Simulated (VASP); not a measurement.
**CdSe: single point with PBE**

**Experimental background.**

From a printed reference work, data compilation, for a bulk crystal of CdSe at 2 K: band gap 1.841 eV.

The system is CdSe.

```
Cd Se
1.0
     4.38337    0.00000    0.00000
    -2.19168    3.79611    0.00000
     0.00000    0.00000    7.15354
Cd Se
2 2
Direct
  0.33333 0.66667 0.00458
  0.66667 0.33333 0.50458
  0.33333 0.66667 0.38042
  0.66667 0.33333 0.88042
```

```
Program             : VASP 6.6.1
Task                : single point
Functional          : PBE
Potentials or basis : VASP PAW PBE potentials, release 64 (Cd, Se)
Cutoff              : 520 eV
k mesh              : 6 × 6 × 4
Occupations         : gaussian, width 0.01 eV
Spin                : no spin polarisation
```

```yaml
Pressure: 0.2 GPa
Largest_force: 0.003 eV/Å
Band_gap_on_the_k_mesh: 0.54 eV
```

Forces in eV/Å, atoms in the order of the input:
```
Cd   0.000  0.000  0.003
Cd   0.000  0.000  0.003
Se   0.000  0.000 -0.003
Se   0.000  0.000 -0.003
```

Levels at points of the mesh, in eV from the valence-band top:
```csv
k point,band 14,band 15,band 16,band 17,band 18,band 19,band 20,band 21,band 22,band 23
"(0.00, 0.00, 0.00)",-0.69,-0.69,-0.04,0.00,0.00,0.54,2.14,5.85,5.85,6.12
"(0.50, 0.00, 0.00)",-3.42,-2.42,-1.68,-1.20,-0.68,3.09,3.33,4.78,5.94,6.44
"(0.00, 0.00, 0.50)",-2.53,-0.36,-0.36,-0.36,-0.36,2.26,2.26,5.76,5.76,6.24
"(0.50, 0.00, 0.50)",-3.94,-1.24,-1.24,-1.22,-1.22,2.90,2.90,4.83,4.83,7.56
```

Wall time 38 s on 1 thread of AMD EPYC 9R45 96-Core Processor (Zen 5), on a shared host, peak memory 0.23 GiB.

Measured gap of CdSe: 1.841 eV (2 K; a printed reference work, data compilation). This calculation gives 0.54 eV (-1.30 eV). So large a miss can be the level of theory's own, or it may mean another phase, state or a wrong row. Spin-orbit coupling on Cd, Se is left out. The value is that of PBE, without temperature or zero-point motion. Semilocal functionals fall short of measured gaps as a rule.
